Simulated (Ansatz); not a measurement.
# WS2: the cost of one run

Program: Ansatz 0.2.0. Level of theory: DFT r2SCAN, scalar-relativistic, plane waves, PAW. These are calculated values, not measurements.

## 1. The starting structure

It takes space group R3m (No. 160, trigonal). The conventional cell has a = 3.158 Å, b = 3.158 Å, c = 18.490 Å, α = 90.00°, β = 90.00°, γ = 120.00°. W (site symmetry 3m) is surrounded by 6 S at 2.39 to 2.42 Å. Around S (site symmetry 3m) lie 3 W at 2.39 Å. S (site symmetry 3m) has 3 W at 2.42 Å in its first shell of neighbours.

As a file:

```xyz
12
Lattice="3.1580 5.4698 0.0000 -3.1580 5.4698 0.0000 0.0000 3.6465 6.1633" Properties=species:S:1:pos:R:3 pbc="T T T"
W     0.0000    0.0000    0.0000
W    -1.5790    2.7349    0.0000
W     1.5790    2.7349    0.0000
W     0.0000    5.4698    0.0000
S     0.0000    3.6465    1.5464
S    -1.5790    6.3815    1.5464
S     1.5790    6.3815    1.5464
S     0.0000    9.1164    1.5464
S     0.0000    7.2931    4.5794
S    -1.5790   10.0280    4.5794
S     1.5790   10.0280    4.5794
S     0.0000   12.7629    4.5794
```

No relaxation comes first: the listed cell is the starting point.

## 2. The reference: the undisturbed cell on the scan's mesh

Input file input.yaml:

```yaml
crystal:
  lattice:
    - [3.1580007686, 5.4698177815, 0.0]
    - [-3.1580007686, 5.4698177815, 0.0]
    - [0.0, 3.6465451877, 6.16333]
  atoms:
    - { symbol: W, position: [0.0, 0.0, 0.0] }
    - { symbol: W, position: [0.0, 0.5, 0.0] }
    - { symbol: W, position: [0.5, 0.0, 0.0] }
    - { symbol: W, position: [0.5, 0.5, 0.0] }
    - { symbol: S, position: [0.2497, 0.2497, 0.2509] }
    - { symbol: S, position: [0.2497, 0.7497, 0.2509] }
    - { symbol: S, position: [0.7497, 0.2497, 0.2509] }
    - { symbol: S, position: [0.7497, 0.7497, 0.2509] }
    - { symbol: S, position: [0.419, 0.419, 0.743] }
    - { symbol: S, position: [0.419, 0.919, 0.743] }
    - { symbol: S, position: [0.919, 0.419, 0.743] }
    - { symbol: S, position: [0.919, 0.919, 0.743] }
basis:
  ecutwfc: 500
kpoints:
  mp_grid: { grid: [6, 6, 6] }
hamiltonian:
  xc: r2scan
scf:
  occupations: { method: gaussian, width: 0.05 }
output:
  forces: true
  stress: true
  eigenvalues: true
  write_density: true
  write_potential: true
  elf: true
  volumetric_format: npy
```

The run is started by

```sh
> ansatz run input.yaml --threads 2 --pin off --max-ram 5120MiB --backend cpu --events-out ev --progress --plain --runs-dir out
```

**Question.** How long does this run take on 2 threads of Arm Neoverse N1, shared host, and how much memory does it need?

About 83 s, with a peak of 1.1 GiB.
